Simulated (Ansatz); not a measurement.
TiC in Ansatz: the effect of functional

Crystal: TiC.

```
Ti C
1.0
     0.00000    2.12151    2.12151
     2.12151    0.00000    2.12151
     2.12151    2.12151    0.00000
Ti C
1 1
Direct
  0.00000 0.00000 0.00000
  0.50000 0.50000 0.50000
```

The cell is a database's computed one.

The cell isn't the ideal one: volume scaled by 0.94.

Alike in all runs:

```yaml
Program: Ansatz 0.2.0
Task: single point
Potentials_or_basis: Ansatz PAW
k_mesh: 11 × 11 × 11
Occupations: fermi-dirac, width 0.05 eV
Spin: no spin polarisation
```

| functional | cutoff | pressure (GPa) |
| --- | --- | --- |
| LDA | 420 eV (not typed: the program's choice for these potentials) | ? |
| r2SCAN | 500 eV (not typed: the program's choice for these potentials) | 17.5 |
| PBE | 420 eV (not typed: the program's choice for these potentials) | 17.9 |

Task: What does the run with functional LDA give?

Result: Pressure 3.7 GPa.

Caveats: the PAW data sets come from PBE, with cores solved anew for the run's functional, which leaves a small shift of forces and pressure (some runs).
